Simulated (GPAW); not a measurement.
ZnSe (Stilleite):

```
CELL_PARAMETERS angstrom
0.00000 2.83380 2.83380
2.83380 0.00000 2.83380
2.83380 2.83380 0.00000
ATOMIC_POSITIONS crystal
Se 0.25000 0.25000 0.25000
Zn 0.00000 0.00000 0.00000
```

Base run:

| Property | Result |
| --- | --- |
| Program | GPAW 26.7.0 |
| Functional | PBEint |
| Potentials or basis | PAW data sets generated in the run's folder for this functional |
| Cutoff | 600 eV |
| Basis | pw |
| k mesh | 7 × 7 × 7 |
| Occupations | fermi-dirac, width 0.05 eV |
| Spin | spin-orbit coupling, no magnetisation |

Its results: band gap on the k mesh 1.13 eV, direct; pressure 0.0 GPa.

The run is repeated on the same cell with these changes: functional from PBEint to PW91; spin axis theta (degrees) from 90 to 54.7. What comes out?

Band gap on the k mesh 1.12 eV, direct; pressure 1.8 GPa.

Caveats: spin-orbit coupling was added after a scalar SCF, so levels and gaps hold it while energy, forces, pressure and moments don't; this program's spin-orbit splittings come out too wide for heavy elements.
